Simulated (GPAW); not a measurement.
**Si3N4 in GPAW: convergence with plane-wave cutoff (eV)**

Crystal: Si3N4.

```
CELL_PARAMETERS angstrom
4.13078 0.00000 0.00000
0.00000 4.13078 0.00000
0.00000 0.00000 4.13078
ATOMIC_POSITIONS crystal
Si 0.00000 0.00000 0.50000
Si 0.50000 0.00000 0.00000
Si 0.00000 0.50000 0.00000
N 0.23952 0.23952 0.76048
N 0.76048 0.76048 0.76048
N 0.23952 0.76048 0.23952
N 0.76048 0.23952 0.23952
```

The cell was built by a generator and needn't be a form met in nature.

```yaml
Program: GPAW 26.7.0
Task: convergence study
Functional: PBE
Potentials_or_basis: GPAW PAW data sets (gpaw-data 1.2.1)
Cutoff: 300 eV
Basis: pw
k_mesh: 5 × 5 × 5
Occupations: fermi-dirac, width 0.05 eV
Spin: no spin polarisation
```

These are the settings of the first run; the series varies plane-wave cutoff (eV), with any setting tied to it.

Hardware: 1 thread of Intel(R) Xeon(R) 6975P-C (Granite Rapids), with other jobs on the host.

| plane-wave cutoff (eV) | energy less the tightest run, at zero smearing (meV/atom) | pressure (GPa) | largest force (eV/Å) | gap on the mesh (eV) | SCF cycles | CPU time (s) | peak memory (GiB) |
| --- | --- | --- | --- | --- | --- | --- | --- |
| 300 | 3136.03 | -82.14 | 0.902 | 2.348 | 10 | 5 | 0.14 |
| 350 | 1863.51 | -62.97 | 1.005 | 2.556 | 10 | 5.2 | 0.14 |
| 400 | 1089.29 | -44.77 | 0.422 | 2.612 | 10 | 5.3 | 0.15 |
| 500 | 353.26 | -19.00 | 0.259 | 2.708 | 10 | 7.8 | 0.16 |
| 600 | 101.62 | -5.65 | 0.145 | 2.745 | 10 | 8.6 | 0.17 |
| 700 | 27.27 | -0.28 | 0.133 | 2.755 | 10 | 12 | 0.19 |
| 800 | 6.62 | 1.69 | 0.131 | 2.757 | 10 | 14 | 0.19 |
| 1000 | 0.77 | 2.40 | 0.130 | 2.757 | 10 | 15 | 0.23 |
| 1200 | 0.00 | 2.42 | 0.131 | 2.757 | 10 | 23 | 0.27 |

Against the tightest run, the energy stays within 1 meV/atom from 1000 on; the pressure stays within 0.1 GPa from 1000 on; the largest force stays within 0.005 eV/Å from 700 on; the gap on the mesh stays within 0.01 eV from 700 on. The tightest run that finished is the yardstick and may itself not be fully converged.

Caveat, for the tightest run too: an odd mesh through Γ misses points on the zone boundary, where band edges often lie.
